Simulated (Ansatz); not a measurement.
## FeGe2: changing the Hubbard U on Fe d

The cell as given:

```xyz
6
Lattice="-2.9596 2.9596 2.4514 2.9596 -2.9596 2.4514 2.9596 2.9596 -2.4514" Properties=species:S:1:pos:R:3 pbc="T T T"
Ge   -0.9168    2.0427    2.4514
Ge    2.0427    0.9168    2.4514
Ge    0.9168    2.0427    0.0000
Ge    3.8764    0.9168    0.0000
Fe    0.0000    0.0000    1.2257
Fe    0.0000    0.0000    3.6771
```

The cell is a database's computed one, not the measured one.

Kept alike: task relaxation of cell and atoms; functional PBEsol; k mesh 7 × 7 × 7; occupations fermi-dirac, width 0.05 eV; collinear spin, ferromagnetic start. Program: Ansatz, Ansatz PAW, cutoff 420 eV. The mesh is that of the run's cell of 6 atoms. No spin-orbit coupling.

| run | volume (Å³/atom) | largest site moment (μB) |
| --- | --- | --- |
| A | 15.338 | 2.65 |
| B | 14.540 | 2.25 |
| C | 13.719 | 1.17 |
| D | 15.824 | 2.74 |
| E | 14.045 | 1.78 |
| F | 13.854 | 1.49 |

Some runs ended in a lower symmetry than the others. For a metal such a mesh leaves the last digits unconverged. Relaxations stop with a little pressure left, so the last digits of a volume or edge aren't settled. How U acts hangs on the program's projectors. The runs hold the magnetic state that their start led to, which needn't be the lowest. Site moments count inside each atom's sphere or projector. All rows use potentials made for PBE. U is the effective U - J on orthogonalised atomic projectors. Double counting: fully localised limit (the default).

Q: The runs differ in the Hubbard U on Fe d alone: 0; 1; 2; 3; 4; 5 eV. Which run is which?

A: Run A is 4 eV; run B is 3 eV; run C is 0 eV; run D is 5 eV; run E is 2 eV; run F is 1 eV. The volume rises from 13.719 to 15.824 Å³/atom between 0 and 5 eV. The largest site moment rises from 1.17 to 2.74 μB between 0 and 5 eV.
